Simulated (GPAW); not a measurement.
NiO:

```
Ni O
1.0
     2.50462    0.00000    0.00000
     0.00000    2.50462    0.00000
     0.00000    0.00000    2.50462
Ni O
1 1
Direct
  0.00000 0.00000 0.00000
  0.50000 0.50000 0.50000
```

Measurements of this composition are mostly on another form, of space group No. 225.

Base run:

```yaml
Program: GPAW 26.7.0
Functional: r2SCAN
Potentials_or_basis: GPAW PAW data sets (gpaw-data 1.2.1)
Cutoff: 800 eV
Basis: pw
k_mesh: 11 × 11 × 11
Occupations: fermi-dirac, width 0.05 eV
Spin: collinear spin, ferromagnetic start
Starting_moments: "[1.0, 0.0] μB"
Hubbard_terms: Ni d U = 4 eV
```

Its results: band gap on the k mesh none (metal or under the smearing width); pressure 31.9 GPa; net moment 2.00 μB per cell; site moments Ni +1.59; O +0.33 μB.

Problem. After a change of settings the same cell gave: band gap on the k mesh none (metal or under the smearing width); pressure 31.2 GPa; net moment 2.00 μB per cell; site moments Ni +1.60; O +0.32 μB. Which change was it?
A. hubbard terms from Ni d U = 4 eV to Ni d U = 3 eV
B. hubbard terms from Ni d U = 4 eV to Ni d U = 5 eV
C. hubbard terms from Ni d U = 4 eV to none

Solution. B.

Caveats: the stock nickel data set gives pressures a few GPa off other programs; a pressure of tens of GPa on the cell as given is suspect, and the run, the potentials or the cell itself is likely at fault; the PAW data sets were made with another functional, which shifts forces and pressure a little; a cell with one magnetic atom can't hold antiferromagnetic order, which such compounds often take.

Not every run made on this cell is shown here.
